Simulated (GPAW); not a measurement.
# TiSi2: relaxation of cell and atoms with PBE+D3(BJ)+ATM

Crystal: TiSi2.

```
Ti Si
1.0
     4.37464    0.00000    0.00000
    -2.18732    3.78855    0.00000
     0.00000    0.00000    2.56101
Ti Si
1 2
Direct
  0.00000 0.00000 0.00000
  0.33333 0.66667 0.50000
  0.66667 0.33333 0.50000
```

The cell was built by a generator and needn't be a form met in nature.

- Program: GPAW 26.7.0
- Task: relaxation of cell and atoms
- Functional: PBE
- Dispersion: D3(BJ)+ATM
- Potentials or basis: GPAW PAW data sets (gpaw-data 1.2.1)
- Cutoff: 600 eV
- Basis: pw
- k mesh: 6 × 6 × 9
- Occupations: fermi-dirac, width 0.05 eV
- Spin: no spin polarisation
- Maxiter: 150
- Optimizer: BFGS
- Fmax: 0.02 eV/Å
- Max steps: 60
- Convergence: density=1e-05 forces=0.0001

```json
{
  "Relaxed volume": "13.63 Å³/atom",
  "Relaxed cell": "a = 4.301 Å, b = 4.301 Å, c = 2.553 Å, α = 90.00°, β = 90.00°, γ = 120.00°",
  "Space group after relaxing (to 0.05 Å)": "P6/mmm (No. 191)",
  "Energy gained by relaxing": "7.8 meV/atom",
  "Ionic steps": "7",
  "Pressure after relaxing": "-0.1 GPa",
  "Band gap on the k mesh": "none (metal or under the smearing width)",
  "Dispersion energy per atom": "-0.506 eV"
}
```

The path:
```tsv
step	energy change (eV)	largest force (eV/Å)	pressure (GPa)	volume (Å³)
1	0.0000	0.0000	-4.71	42.45
2	-0.0067	0.0000	-4.00	42.19
3	-0.0223	0.0000	0.47	40.77
4	-0.0228	0.0000	0.20	40.84
5	-0.0232	0.0000	-0.09	40.92
6	-0.0236	0.0000	-0.16	40.93
7	-0.0235	0.0000	-0.06	40.90
```

Final structure:
```
CELL_PARAMETERS angstrom
4.30085 0.00000 0.00000
-2.15042 3.72464 0.00000
0.00000 0.00000 2.55329
ATOMIC_POSITIONS crystal
Ti 0.00000 0.00000 0.00000
Si 0.33333 0.66667 0.50000
Si 0.66667 0.33333 0.50000
```

Levels at points of the mesh, in eV from the Fermi level:
```csv
k point,band 8,band 9,band 10,band 11,band 12,band 13
"(0.00, 0.00, 0.00)",-4.96,-1.75,-1.00,-1.00,2.84,2.84
"(0.50, 0.50, 0.00)",-4.24,-0.83,-0.67,2.47,2.62,2.77
```

It took 110 s on 1 thread of Intel(R) Xeon(R) Platinum 8488C (Sapphire Rapids), with other jobs on the host, peak memory 0.24 GiB.

Caveat: later steps reuse the first step's grids; pairwise dispersion overbinds metals, which lowers pressure and volume.
